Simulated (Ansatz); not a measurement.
SrO (rocksalt): gap against strain (uniaxial along [111], other directions held)

Rocksalt SrO, relaxed with r2SCAN in Ansatz, then strained (uniaxial along [111], other directions held; changes of length per length, axes as in the cell below) with the atoms relaxed again within the symmetry that is left. Space group Fm-3m (No. 225), cubic; conventional cell a = 5.160 Å, 17.17 Å³ an atom. Around Sr lie 6 O at 2.58 Å; around O lie 6 Sr at 2.58 Å. Spin-unpolarised throughout; all numbers are computed.

```
Sr O
1.0
     0.00000    2.57989    2.57989
     2.57989    0.00000    2.57989
     2.57989    2.57989    0.00000
Sr O
1 1
Direct
  0.00000 0.00000 0.00000
  0.50000 0.50000 0.50000
```

Gaps are the least over each mesh (PBE 8×8×8, r2SCAN 8×8×8, HSE06 6×6×6 when unstrained) and the special points, which keep their unstrained names; stress is the change from the unstrained cell, compression positive.

```tsv
strain (%)	gap, PBE (eV)	gap, r2SCAN (eV)	gap, HSE06 (eV)	edges, HSE06	stress along the strain, r2SCAN (GPa)	energy rise, r2SCAN (meV/atom)
-4.0	3.233	3.716	4.720	Γ → X	+6.81	14.5
-2.92	3.258	3.740	4.742	Γ → X	+4.95	7.7
-1.66	3.285	3.767	4.767	Γ → X	+2.80	2.5
0.0	3.318	3.799	4.794	Γ → X	0.00	0.0
+1.63	3.310	3.791	4.781	Γ → X	-2.71	2.4
+2.59	3.303	3.783	4.770	Γ → X	-4.28	6.0
+4.61	3.280	3.758	4.741	Γ → X	-7.53	18.8
+4.98	3.275	3.753	4.734	Γ → X	-8.11	21.9
+5.0	3.275	3.753	4.734	Γ → X	-8.14	22.0
```

Between zero and the nearest strains the slope of the HSE06 gap against strain is +0.017 eV per percent for negative and -0.008 for positive strain; it falls either way, as happens when edge states split or other valleys take over.

The meshes of the hybrids are coarse, so their gaps aren't converged to the digits shown.
